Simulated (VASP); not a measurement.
Write the native input for VASP 6.6.1 that does the following.

```
Task                   : band structure
Functional             : SCAN
Potentials or basis    : VASP PAW PBE potentials, release 64 (W_sv)
Cutoff                 : 520 eV
k mesh                 : 12 × 12 × 12
Occupations            : fermi-dirac, width 0.05 eV
Spin                   : no spin polarisation
Further INCAR settings : ALGO = Normal; EDIFF = 1e-06; NBANDS = 13
```

The structure of W lies in POSCAR:

```
W
1.0
   -1.5823450000      1.5823450000      1.5823450000
    1.5823450000     -1.5823450000      1.5823450000
    1.5823450000      1.5823450000     -1.5823450000
W
1
Direct
    0.0000000000      0.0000000000      0.0000000000
```

These files were run (other wordings do the same):

INCAR

```
PREC = Accurate
ENCUT = 520
EDIFF = 1E-6
ISMEAR = -1
SIGMA = 0.05
LREAL = False
LASPH = True
NELM = 60
ALGO = Normal
ISIF = 2
LWAVE = False
LCHARG = False
LMAXMIX = 4
METAGGA = SCAN
LMIXTAU = True
NBANDS = 13
```

KPOINTS

```
Automatic mesh
0
Gamma
  12 12 12
```

KPOINTS_OPT

```
path GHNGPH,PN
20
line-mode
reciprocal
 0.0000000000  0.0000000000  0.0000000000  G
 0.5000000000 -0.5000000000  0.5000000000  H

 0.5000000000 -0.5000000000  0.5000000000  H
 0.0000000000  0.0000000000  0.5000000000  N

 0.0000000000  0.0000000000  0.5000000000  N
 0.0000000000  0.0000000000  0.0000000000  G

 0.0000000000  0.0000000000  0.0000000000  G
 0.2500000000  0.2500000000  0.2500000000  P

 0.2500000000  0.2500000000  0.2500000000  P
 0.5000000000 -0.5000000000  0.5000000000  H

 0.2500000000  0.2500000000  0.2500000000  P
 0.0000000000  0.0000000000  0.5000000000  N
```

Potentials or basis: VASP PAW PBE potentials, release 64 (W_sv).

The run is started by

```sh
$ cat potpaw_PBE.64/W_sv/POTCAR > POTCAR
$ mpirun -np 1 vasp_std > vasp.out
```

Results of the run:

The pressure is -3.8 GPa. The band gap along the path is none (metal or under the smearing width).

Caveat: the PAW data sets were made with another functional, which shifts forces and pressure a little; spin-orbit coupling is left out, which moves the levels of the heavy elements.

It took 79 s on 1 thread of Intel(R) Xeon(R) Platinum 8488C (Sapphire Rapids), with other jobs on the host, peak memory 0.14 GiB.
